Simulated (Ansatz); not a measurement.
# Hg (diamond type): a single-point run

Wanted: a converged single-point run for Hg (diamond type), and a check of what comes out. The structure is shown as the input types it.

Computed with Ansatz 0.2.0 (DFT, PBE, PAW with Ansatz's default frozen-core files, scalar-relativistic, unless a step's input says otherwise).

1 further run of the same task is left out (it didn't finish).

### 1 Starting point

It takes space group Fd-3m (No. 227, cubic). The conventional cell has a = 6.747 Å, b = 6.747 Å, c = 6.747 Å, α = 90.00°, β = 90.00°, γ = 90.00°. Hg (site symmetry -43m) has 4 Hg at 2.92 Å as nearest neighbours.

Coordinates:

```
CELL_PARAMETERS angstrom
0.00000 3.37332 3.37332
3.37332 0.00000 3.37332
3.37332 3.37332 0.00000
ATOMIC_POSITIONS crystal
Hg 0.87500 0.87500 0.87500
Hg 0.12500 0.12500 0.12500
```

### 2 Input and run

input.yaml reads:

```yaml
crystal:
  lattice:
    - [0.0, 3.3733235276, 3.3733235276]
    - [3.3733235276, 0.0, 3.3733235276]
    - [3.3733235276, 3.3733235276, 0.0]
  atoms:
    - { symbol: Hg, position: [-0.125, -0.125, -0.125] }
    - { symbol: Hg, position: [0.125, 0.125, 0.125] }
kpoints:
  mp_grid: { grid: [11, 11, 11] }
scf:
  occupations: { method: fermi_dirac, width: 0.05 }
  convergence: { dr2_threshold: 1.0e-20 }
  max_iter: 50
hamiltonian:
  xc: pbe
  pseudopotentials: { kind: paw }
output:
  forces: true
  stress: true
  eigenvalues: true
  populations: true
```

On the command line:

```
ansatz run input.yaml --threads 1 --pin off --max-ram 2048MiB --backend cpu --events-out ev --progress --plain --runs-dir out
```

**Question.** How will this run end, and is anything wrong with its input?

This run ends as converged. That alone doesn't make the input a sound one.

In the input, scf.convergence.dr2_threshold is 1.0e-20. The risk: threshold needlessly tight. Once met, so tight a threshold does no harm; it costs cycles.

The test: delete scf.convergence.dr2_threshold (the default then holds).
